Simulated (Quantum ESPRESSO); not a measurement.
# MoS2 (P6_3/mmc) in Quantum ESPRESSO: a series of runs, part 2 of 2

Quantum ESPRESSO 7.5. Earlier steps stand in the parts before.

**3. Hubbard U by linear response, LDA+U**

The input, pw.in:

```
&CONTROL
  calculation = 'scf'
  prefix = 'pwscf'
  outdir = './tmp'
  pseudo_dir = './pseudo'
  tprnfor = .true.
  tstress = .true.
  disk_io = 'low'
/
&SYSTEM
  ibrav = 0
  celldm(1) = 8
  nat = 6
  ntyp = 2
  ecutwfc = 45
  ecutrho = 360
  nbnd = 39
  occupations = 'smearing'
  smearing = 'fd'
  degauss = 0.00367493
/
&ELECTRONS
  conv_thr = 1.2d-09
  electron_maxstep = 120
  mixing_beta = 0.3
/
ATOMIC_SPECIES
Mo    95.9500 mo_lda_v1.uspp.F.UPF
S     32.0600 s_lda_v1.4.uspp.F.UPF
CELL_PARAMETERS alat
  0.7485677611174   0.0000000000000   0.0000000000000
 -0.3742838805587   0.6482786975834   0.0000000000000
  0.0000000000000   0.0000000000000   2.9111230949860
ATOMIC_POSITIONS crystal
Mo     0.6666666667    0.3333333333    0.7500000000
Mo     0.3333333333    0.6666666667    0.2500000000
S      0.6666666667    0.3333333333    0.3770000000
S      0.3333333333    0.6666666667    0.8770000000
S      0.6666666667    0.3333333333    0.1230000000
S      0.3333333333    0.6666666667    0.6230000000
K_POINTS automatic
8 8 2 0 0 0
HUBBARD {ortho-atomic}
U Mo-4d 6.2
```

The input, scf2.in:

```
&CONTROL
  calculation = 'scf'
  prefix = 'pwscf'
  outdir = './tmp'
  pseudo_dir = './pseudo'
  tprnfor = .true.
  tstress = .true.
  disk_io = 'low'
/
&SYSTEM
  ibrav = 0
  celldm(1) = 8
  nat = 6
  ntyp = 2
  ecutwfc = 45
  ecutrho = 360
  nbnd = 39
  occupations = 'fixed'
/
&ELECTRONS
  conv_thr = 1d-13
  electron_maxstep = 120
  mixing_beta = 0.3
  startingpot = 'file'
  startingwfc = 'file'
/
ATOMIC_SPECIES
Mo    95.9500 mo_lda_v1.uspp.F.UPF
S     32.0600 s_lda_v1.4.uspp.F.UPF
CELL_PARAMETERS alat
  0.7485677611174   0.0000000000000   0.0000000000000
 -0.3742838805587   0.6482786975834   0.0000000000000
  0.0000000000000   0.0000000000000   2.9111230949860
ATOMIC_POSITIONS crystal
Mo     0.6666666667    0.3333333333    0.7500000000
Mo     0.3333333333    0.6666666667    0.2500000000
S      0.6666666667    0.3333333333    0.3770000000
S      0.3333333333    0.6666666667    0.8770000000
S      0.6666666667    0.3333333333    0.1230000000
S      0.3333333333    0.6666666667    0.6230000000
K_POINTS automatic
8 8 2 0 0 0
HUBBARD {ortho-atomic}
U Mo-4d 6.2
```

The input, hp.in:

```
&INPUTHP
  prefix = 'pwscf'
  outdir = './tmp'
  nq1 = 2
  nq2 = 2
  nq3 = 2
  conv_thr_chi = 1d-06
  niter_max = 80
  iverbosity = 1
  alpha_mix(1) = 0.3
/
```

Potentials or basis: GBRV 1.5 LDA.

Started as:

```bash
> OMP_NUM_THREADS=1 mpirun -n 4 pw.x -nk 2 -in pw.in > pw.out
> OMP_NUM_THREADS=1 mpirun -n 4 pw.x -nk 2 -in scf2.in > scf2.out
> OMP_NUM_THREADS=1 mpirun -n 4 hp.x -nk 2 -in hp.in > hp.out
```

pw.out:

```text
This program is part of the open-source Quantum ESPRESSO suite
     for quantum simulation of materials; please cite
[... 6 lines left out ...]
     using ibrav=0 with symmetry is DISCOURAGED, use correct ibrav instead

     K-points division:     npool     =       2
     Subspace diagonalization in iterative solution of the eigenvalue problem:
     a serial algorithm will be used

     --------------------
     sticks:   dense  smooth     PW     G-vecs:    dense   smooth      PW
     Min         444     219     69                41640    14719    2442
     Max         445     220     70                41649    14726    2443
     Sum         889     439    139                83289    29445    4885

     Using Slab Decomposition

     bravais-lattice index     =            0
     lattice parameter (alat)  =       8.0000  a.u.
     unit-cell volume          =     723.3082 (a.u.)^3
     number of atoms/cell      =            6
     number of atomic types    =            2
     number of electrons       =        52.00
     number of Kohn-Sham states=           39
     kinetic-energy cutoff     =      45.0000  Ry
     charge density cutoff     =     360.0000  Ry
     scf convergence threshold =      1.2E-09
     mixing beta               =       0.3000
     number of iterations used =            8  plain     mixing
     Exchange-correlation=  SLA  PZ   NOGX NOGC
                           (   1   1   0   0   0   0   0)
     Hubbard projectors: ortho-atomic
     Hubbard parameters of DFT+U (Dudarev formulation) in eV:
     U(Mo-4d) =  6.2000

     Internal variables: lda_plus_u =T, lda_plus_u_kind = 0

     Internal variables: orbital_resolved =F, hub_pot_fix =F, apply_U = F

     celldm(1)=   8.000000  celldm(2)=   0.000000  celldm(3)=   0.000000
     celldm(4)=   0.000000  celldm(5)=   0.000000  celldm(6)=   0.000000

     crystal axes: (cart. coord. in units of alat)
               a(1) = (   0.748568   0.000000   0.000000 )
               a(2) = (  -0.374284   0.648279   0.000000 )
               a(3) = (   0.000000   0.000000   2.911123 )

     reciprocal axes: (cart. coord. in units 2 pi/alat)
               b(1) = (  1.335884  0.771273 -0.000000 )
               b(2) = (  0.000000  1.542546  0.000000 )
               b(3) = (  0.000000 -0.000000  0.343510 )

     PseudoPot. # 1 for Mo read from file:
     mo_lda_v1.uspp.F.UPF
     Pseudo is Ultrasoft + core correction, Zval = 14.0
     Generated by new atomic code, or converted to UPF format
     Using radial grid of  889 points,  6 beta functions with:
                l(1) =   0
                l(2) =   0
                l(3) =   1
                l(4) =   1
                l(5) =   2
                l(6) =   2
     Q(r) pseudized with  6 coefficients,  rinner =    1.000   1.000   1.000
                                                       1.000   1.000

     PseudoPot. # 2 for S  read from file:
     s_lda_v1.4.uspp.F.UPF
     Pseudo is Ultrasoft + core correction, Zval =  6.0
     Generated by new atomic code, or converted to UPF format
     Using radial grid of  907 points,  6 beta functions with:
                l(1) =   0
                l(2) =   0
                l(3) =   1
                l(4) =   1
                l(5) =   2
                l(6) =   2
     Q(r) pseudized with  8 coefficients,  rinner =    1.300   1.300   1.300
                                                       1.300   1.300

     atomic species   valence    mass     pseudopotential
     Mo               14.00    95.95000     Mo( 1.00)
     S                 6.00    32.06000     S ( 1.00)

     24 Sym. Ops., with inversion, found (12 have fractional translation)

   Cartesian axes

     site n.     atom                  positions (alat units)
[... 49 lines left out ...]
       0.000  0.000  0.000  1.000  0.000
       0.000  0.000  0.000  0.000  1.000
     occupation matrix ns (before diag.):
       0.400  0.000  0.000  0.000  0.000
       0.000  0.400  0.000  0.000  0.000
       0.000  0.000  0.400  0.000  0.000
       0.000  0.000  0.000  0.400  0.000
[... 5 lines left out ...]
     eigenvectors (columns):
       1.000  0.000  0.000  0.000  0.000
       0.000  1.000  0.000  0.000  0.000
       0.000  0.000  1.000  0.000  0.000
       0.000  0.000  0.000  1.000  0.000
       0.000  0.000  0.000  0.000  1.000
     occupation matrix ns (before diag.):
       0.400  0.000  0.000  0.000  0.000
       0.000  0.400  0.000  0.000  0.000
       0.000  0.000  0.400  0.000  0.000
       0.000  0.000  0.000  0.400  0.000
       0.000  0.000  0.000  0.000  0.400

     Number of occupied Hubbard levels =    8.0000

     Atomic wfc used for Hubbard projectors are orthogonalized

     Starting wfcs are   42 randomized atomic wfcs

     Self-consistent Calculation

     iteration #  1     ecut=    45.00 Ry     beta= 0.30
     Davidson diagonalization with overlap
     ethr =  1.00E-02,  avg # of iterations =  5.8

     =================== HUBBARD OCCUPATIONS ===================
     ------------------------ ATOM    1 ------------------------
     Tr[ns(  1)] =   4.74348
     eigenvalues:
       0.433  0.433  0.485  0.485  0.536
     eigenvectors (columns):
      -0.000 -0.000 -0.000  0.000  1.000
      -0.292 -0.956  0.000  0.000 -0.000
      -0.956  0.292  0.000 -0.000 -0.000
      -0.000  0.000  0.518  0.855 -0.000
      -0.000  0.000 -0.855  0.518 -0.000
     occupation matrix ns (before diag.):
[... 9 lines left out ...]
     eigenvectors (columns):
       0.000  0.000 -0.000  0.000  1.000
       0.292  0.956  0.000  0.000 -0.000
       0.956 -0.292  0.000 -0.000 -0.000
       0.000 -0.000  0.518  0.855 -0.000
       0.000 -0.000 -0.855  0.518 -0.000
     occupation matrix ns (before diag.):
       0.536 -0.000 -0.000 -0.000 -0.000
      -0.000  0.433 -0.000  0.000  0.000
      -0.000 -0.000  0.433 -0.000 -0.000
      -0.000  0.000 -0.000  0.485  0.000
      -0.000  0.000 -0.000  0.000  0.485

     Number of occupied Hubbard levels =    9.4870

     Threshold (ethr) on eigenvalues was too large:
     Diagonalizing with lowered threshold

     Davidson diagonalization with overlap
     ethr =  3.24E-04,  avg # of iterations =  6.0

     total energy              =    -374.63703860 Ry
     estimated scf accuracy    <       0.20249789 Ry
[... 99 lines left out ...]
     iteration # 16     ecut=    45.00 Ry     beta= 0.30
     Davidson diagonalization with overlap
     ethr =  1.65E-11,  avg # of iterations =  4.2

     End of self-consistent calculation

     =================== HUBBARD OCCUPATIONS ===================
     ------------------------ ATOM    1 ------------------------
     Tr[ns(  1)] =   4.98839
     eigenvalues:
       0.447  0.447  0.487  0.487  0.625
     eigenvectors (columns):
       0.000 -0.000 -0.000  0.000  1.000
       0.292 -0.956  0.000  0.000 -0.000
       0.956  0.292  0.000 -0.000 -0.000
       0.000  0.000  0.506  0.863 -0.000
       0.000  0.000 -0.863  0.506 -0.000
     occupation matrix ns (before diag.):
       0.625 -0.000 -0.000 -0.000 -0.000
      -0.000  0.447 -0.000  0.000  0.000
      -0.000 -0.000  0.447 -0.000 -0.000
      -0.000  0.000 -0.000  0.487  0.000
[... 78 lines left out ...]
   -50.6531 -50.6531 -25.0461 -25.0461 -24.7878 -24.7878 -24.7294 -24.7294
    -2.4463  -2.4463  -1.9727  -1.9727   4.5159   4.5159   5.4896   5.4896
     6.1450   6.1450   7.2603   7.2603   8.2888   8.2888   8.8988   8.8988
     8.9250   8.9250  12.2734  12.2734  12.2747  12.2747  13.8930  13.8930
    14.4258  14.4258  16.9116  16.9116  18.0578  18.0578  18.8171

          k = 0.0000-0.7713 0.0000 (  3678 PWs)   bands (ev):

   -50.6472 -50.6472 -25.1016 -25.1015 -24.8010 -24.8009 -24.7177 -24.7177
    -2.1207  -2.0099  -1.8969  -1.7964   4.0502   4.3594   5.1342   5.3407
     5.5362   6.1560   7.0349   7.1208   8.1081   8.3319   9.0502   9.1432
     9.1800   9.2529  12.3051  12.3422  12.3518  12.6519  13.6778  14.3166
    14.5949  14.7603  15.8457  16.1830  17.3422  18.3635  18.3690

          k = 0.0000-0.7713-0.1718 (  3692 PWs)   bands (ev):

   -50.6472 -50.6472 -25.1016 -25.1016 -24.8010 -24.8010 -24.7178 -24.7178
    -2.0776  -2.0776  -1.8343  -1.8343   4.1948   4.1948   5.1590   5.1590
     5.9424   5.9424   7.0763   7.0763   8.1977   8.1977   9.1520   9.1520
     9.1683   9.1683  12.3262  12.3262  12.5112  12.5112  14.0302  14.0302
    14.5352  14.5352  16.1767  16.1767  17.7282  17.7282  18.4552
[... 75 lines left out ...]
   -50.6433 -50.6433 -25.0339 -25.0339 -24.9205 -24.9205 -24.7095 -24.7095
    -1.8413  -1.8413  -1.7021  -1.7021   4.8167   4.8167   4.9906   4.9906
     6.0266   6.0266   6.6762   6.6762   7.2934   7.2934   8.0941   8.0941
     9.8262   9.8262  11.4396  11.4396  13.1851  13.1851  13.4617  13.4617
    14.9411  14.9411  17.0947  17.0947  18.2565  18.2565  19.3065

     the Fermi energy is    10.8185 ev

!    total energy              =    -374.65991700 Ry
     estimated scf accuracy    <          5.6E-10 Ry
     smearing contrib. (-TS)   =      -0.00000015 Ry
     internal energy E=F+TS    =    -374.65991685 Ry

     The total energy is F=E-TS. E is the sum of the following terms:
     one-electron contribution =    -171.66026465 Ry
     hartree contribution      =     107.77441389 Ry
     xc contribution           =     -72.19873267 Ry
     ewald contribution        =    -239.69498775 Ry
     Hubbard energy            =       1.11965433 Ry

     convergence has been achieved in  16 iterations

     Forces acting on atoms (cartesian axes, Ry/au):

     atom    1 type  1   force =     0.00000000    0.00000000   -0.00000000
     atom    2 type  1   force =    -0.00000000   -0.00000000    0.00000000
     atom    3 type  2   force =    -0.00000000   -0.00000000   -0.01838199
     atom    4 type  2   force =    -0.00000000    0.00000000   -0.01838199
     atom    5 type  2   force =     0.00000000    0.00000000    0.01838199
     atom    6 type  2   force =     0.00000000    0.00000000    0.01838199

     Total force =     0.036764     Total SCF correction =     0.000049

     Computing stress (Cartesian axis) and pressure

          total   stress  (Ry/bohr**3)                   (kbar)     P=      -52.41
  -0.00034259   0.00000000   0.00000000          -50.40        0.00        0.00
  -0.00000000  -0.00034259   0.00000000           -0.00      -50.40        0.00
  -0.00000000   0.00000000  -0.00038370           -0.00        0.00      -56.44

=------------------------------------------------------------------------------=
   JOB DONE.
=------------------------------------------------------------------------------=
```

Run time: 16 min. Hardware: 4 MPI ranks of Intel Xeon Platinum 8259CL at 2.50GHz (Skylake/Cascade Lake), shared host; peak memory 0.6 GiB.

Results:

```yaml
Free_energy: -5097.5079 eV
Pressure: -5.2 GPa
Largest_force: 0.472 eV/Å
Band_gap_on_the_k_mesh: 1.06 eV, indirect (least direct gap 1.51 eV)
Hubbard_U_from_linear_response: 3.69, 3.69 eV
```

Forces in eV/Å, atoms in the order of the input:
```
Mo   0.000  0.000  0.000
Mo   0.000  0.000  0.000
S    0.000  0.000 -0.472
S    0.000  0.000 -0.472
S    0.000  0.000  0.472
S    0.000  0.000  0.472
```

Stress tensor (GPa, compression positive):
```
-5.04  0.00  0.00
 0.00 -5.04  0.00
 0.00  0.00 -5.64
```

Levels at points of the mesh, in eV from the valence-band top:
```csv
k point,band 24,band 25,band 26,band 27,band 28,band 29
"(0.00, 0.00, 0.00)",-1.29,-0.75,0.00,2.61,2.61,2.64
"(0.00, 0.00, -0.50)",-1.58,-0.21,-0.21,2.61,2.61,2.61
"(0.00, -0.50, 0.00)",-1.22,-1.18,-1.11,1.94,1.98,1.99
"(0.00, -0.50, -0.50)",-1.21,-1.19,-1.19,1.97,1.97,2.15
```

Eigenvalues of the final occupation matrices:
| site | spin | trace | eigenvalues |
| --- | --- | --- | --- |
| Mo 1 4d | each | 2.49 | 0.45 0.45 0.49 0.49 0.62 |
| Mo 2 4d | each | 2.49 | 0.45 0.45 0.49 0.49 0.62 |

Hubbard U from linear response:
| site | manifold | U (eV) |
| --- | --- | --- |
| 1 | Mo-4d | 3.69 |
| 2 | Mo-4d | 3.69 |
On the first site the bare response is -0.895 and the screened one -0.207 eV⁻¹.

**4. Against experiment**

Step 2. Measured gap of MoS2: 1.3 eV (indirect; 300 K; “Multiwavelength excitation Raman Scattering Analysis of bulk and 2 dimensional MoS2: Vibrational properties of atomically thin MoS2 layers”, 2015, arxiv:1506.03228). This calculation gives 0.82 eV (-0.48 eV). Spin-orbit coupling on Mo is left out. The value is that of LDA, without temperature or zero-point motion. Semilocal functionals fall short of measured gaps as a rule.

Step 3. Against the measured gap of MoS2, 1.3 eV (indirect; 300 K; “Multiwavelength excitation Raman Scattering Analysis of bulk and 2 dimensional MoS2: Vibrational properties of atomically thin MoS2 layers”, 2015, arxiv:1506.03228), the calculated 1.06 eV is off by -0.24 eV. Spin-orbit coupling on Mo is left out. The value is that of LDA+U on a finite k mesh, which can miss the band edges, without temperature or zero-point motion.
